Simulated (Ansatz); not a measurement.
Runs of Ansatz 0.2.0 on InP. It takes space group F-43m (No. 216, cubic). Conventional cell: a = 5.861 Å, b = 5.861 Å, c = 5.861 Å, α = 90.00°, β = 90.00°, γ = 90.00°. Around In (site symmetry -43m) lie 4 P at 2.54 Å. P (site symmetry -43m) is surrounded by 4 In at 2.54 Å. 

```tsv
task	level	spin	k mesh	cutoff (eV)	smearing	points for each segment of the path	mesh quality	gap on the mesh (eV)	pressure (GPa)
single point	PBE	off	8 × 8 × 8	420	gaussian 0.023 eV	-	not flagged	0.72	3.3
single point	PBE	off	8 × 8 × 8	420	gaussian 0.027 eV	-	not flagged	0.72	3.3
band structure	BLYP	off	8 × 8 × 8	420	fermi-dirac 0.05 eV	14	not flagged	(b)	6.7
band structure	HF	off	4 × 4 × 4	420	fermi-dirac 0.05 eV	4	coarse	7.37	5.3
single point	PBE	off	8 × 8 × 8	420	gaussian 0.016 eV	-	not flagged	0.72	3.3
single point	PBE	off	8 × 8 × 8	420	gaussian 0.028 eV	-	not flagged	0.72	3.3
single point	PBE	off	8 × 8 × 8	420	gaussian 0.014 eV	-	not flagged	0.72	3.3
band structure	r2SCAN	SOC, no magnetisation	6 × 6 × 6	500	fermi-dirac 0.05 eV	14	not flagged	(a)	1.6
```

Alike in all rows: potentials or basis Ansatz PAW; cell as given.

Question: Fill in the values left out.

Answer: (a) 1.14; (b) 0.60.

Caveats: some runs use coarse meshes; spin-orbit coupling is left out, which moves the levels of the heavy elements (some runs); the PAW data sets come from PBE, with cores solved anew for the run's functional, which leaves a small shift of forces and pressure (some runs); the thresholds are loose for stress (some runs).

A k mesh can miss the band edges, and rows without SOC leave out spin-orbit coupling on In.
